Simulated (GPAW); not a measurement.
Runs of GPAW 26.7.0 on HfO2. Symmetry: P4_2/mnm, No. 136, tetragonal system. The conventional cell has a = 4.814 Å, b = 4.814 Å, c = 3.205 Å, α = 90.00°, β = 90.00°, γ = 90.00°. Around Hf (site symmetry mmm) lie 6 O at 2.08 Å. O (site symmetry m2m) is surrounded by 3 Hf at 2.08 Å. Measurements of this composition are mostly on another form, of space group No. 14.

```tsv
task	level	potentials or basis	band path	band points	gap on the mesh (eV)	pressure (GPa)	largest force (eV/Å)
band structure	r2SCAN	GPAW PAW data sets (gpaw-data 1.2.1), pw	GXMGZRAZ,XR,MA	100	(c)	4.1	0.05
band structure	LDA	the program's PAW data sets (release 1.2.1) made for this functional, pw	GXMGZRAZ,XR,MA	100	3.79	-4.1	0.05
band structure	PBEsol	PAW data sets generated in the run's folder for this functional, pw	GXMGZRAZ,XR,MA	100	(b)	2.8	0.03
single point	TB-mBJ	GPAW PAW data sets for LDA (gpaw-data 1.2.1), pw	-	-	(a)	-	-
```

Alike in all rows: no spin polarisation; cell as given; k mesh 4 × 4 × 6; cutoff (eV) 800; smearing fermi-dirac 0.05 eV.

Task: Estimate the missing entries.

Result: (a) 5.65; (b) 3.88; (c) 4.54.

Caveats: spin-orbit coupling is left out, which moves the levels of the heavy elements; the PAW data sets were made with another functional, which shifts forces and pressure a little (some runs); a model potential gives levels but no total energy (some runs).

A k mesh can miss the band edges, and the runs leave out spin-orbit coupling on Hf.

Runs at the PBE level aren't shown here.
